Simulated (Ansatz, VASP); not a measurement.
## Two plane-wave programs on AlN

INCAR

```
SYSTEM = AlN
PREC = Accurate ; ENCUT = 520
EDIFF = 1E-8 ; ISMEAR = -1
SIGMA = 0.02 ; LREAL = .FALSE.
LASPH = .TRUE. ; NELM = 100
ALGO = Normal ; ISIF = 2
LWAVE = .FALSE. ; LCHARG = .FALSE.
LEFG = .TRUE. ; NBANDS = 11
```

KPOINTS

```
regular mesh
0
G
  10 10 10
  0 0 0
```

The input POSCAR:

```
AlN
1.0
    0.0000000000      2.0104319938      2.0104319938
    2.0104319938      0.0000000000      2.0104319938
    2.0104319938      2.0104319938      0.0000000000
Al N
1 1
Direct
    0.0000000000      0.0000000000      0.0000000000
    0.5000000000      0.5000000000      0.5000000000
```

Input for Ansatz:

```yaml
crystal:
  lattice:
    - [0.0, 2.0104319938, 2.0104319938]
    - [2.0104319938, 0.0, 2.0104319938]
    - [2.0104319938, 2.0104319938, 0.0]
  atoms:
    - { symbol: Al, position: [0.0, 0.0, 0.0] }
    - { symbol: "N", position: [0.5, 0.5, 0.5] }
kpoints:
  mp_grid: { grid: [10, 10, 10] }
scf:
  occupations: { method: fermi_dirac, width: 0.02 }
hamiltonian:
  xc: lda
  pseudopotentials: { kind: paw }
output:
  forces: true
  stress: true
  eigenvalues: true
  efg: { contact_densities: true }
```

Change from the starting cell: volume scaled by 1.05, PAW files.

Alike in both runs: task electric field gradients; functional LDA; k mesh 10 × 10 × 10; occupations fermi-dirac, width 0.02 eV; no spin polarisation.

|  | VASP | Ansatz |
| --- | --- | --- |
| version | VASP 6.6.1 | Ansatz 0.2.0 |
| potentials or method | VASP PAW LDA potentials, release 64 (Al, N) | PAW with Ansatz's default frozen-core files, scalar-relativistic |
| plane-wave cutoff (eV) | 520 | 420 |
| valence electrons in the cell | 8 | 8 |

|  | VASP | Ansatz | Ansatz less VASP |
| --- | --- | --- | --- |
| gap on the k mesh at the Fermi level (eV) | 4.62 | 4.63 | +0.013 |
| pressure (GPa) | -1.4 | -2.0 | -0.63 |
| Vzz of the field gradient on the site that differs most (V/Å²) | 0.0 | 0.0 | 0.00 |

A k mesh can miss the band edges.
